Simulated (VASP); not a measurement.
Input of a VASP 6.6.1 run:

The input INCAR:

```
SYSTEM = Li16HO7
  PREC = Accurate
  ENCUT = 520
  EDIFF = 1E-6
  ISMEAR = -1
  SIGMA = 0.01
  LREAL = Auto
  LASPH = .True.
  NELM = 100
  ALGO = Normal
  ISIF = 2
  LWAVE = .False.
  LCHARG = .False.
  GGA = PE
  NELECT = 90.0
  NBANDS = 64
```

KPOINTS

```
regular mesh
0
Gamma
  4 4 4
  0 0 0
```

POSCAR

```
Li16HO7
1.0
    0.0000000000      4.6100000000      4.6100000000
    4.6100000000      0.0000000000      4.6100000000
    4.6100000000      4.6100000000      0.0000000000
Li H O
16 1 7
Direct
    0.1333844767      0.1333844767      0.1333844767
    0.1333844767      0.1333844767      0.5998465698
    0.1333844767      0.5998465698      0.1333844767
    0.1334948774      0.6221683742      0.6221683742
    0.5998465698      0.1333844767      0.1333844767
    0.6221683742      0.1334948774      0.6221683742
    0.6221683742      0.6221683742      0.1334948774
    0.6221683742      0.6221683742      0.6221683742
    0.3778316258      0.3778316258      0.3778316258
    0.3778316258      0.3778316258      0.8665051226
    0.3778316258      0.8665051226      0.3778316258
    0.4001534302      0.8666155233      0.8666155233
    0.8665051226      0.3778316258      0.3778316258
    0.8666155233      0.4001534302      0.8666155233
    0.8666155233      0.8666155233      0.4001534302
    0.8666155233      0.8666155233      0.8666155233
    0.0000000000      0.0000000000      0.0000000000
    0.0000000000      0.0000000000      0.5000000000
    0.0000000000      0.5000000000      0.0000000000
    0.0000000000      0.5000000000      0.5000000000
    0.5000000000      0.0000000000      0.0000000000
    0.5000000000      0.0000000000      0.5000000000
    0.5000000000      0.5000000000      0.0000000000
    0.5000000000      0.5000000000      0.5000000000
```

Potentials or basis: VASP PAW PBE potentials, release 64 (Li_sv, H, O).

Launch:

```console
$ cat potpaw_PBE.64/Li_sv/POTCAR potpaw_PBE.64/H/POTCAR potpaw_PBE.64/O/POTCAR > POTCAR
$ mpirun -np 1 vasp_std > vasp.out
```

(1) Predict the largest force.

(2) Estimate the band gap on the k mesh.

Results:

(1) 0.020 eV/Å.

(2) 5.01 eV, indirect (least direct gap 5.16 eV).

Caveat: the cell carries a net charge on a neutralising background, which shifts energy and pressure; the cell is charged against a uniform background, so pressure and absolute levels hang on convention.
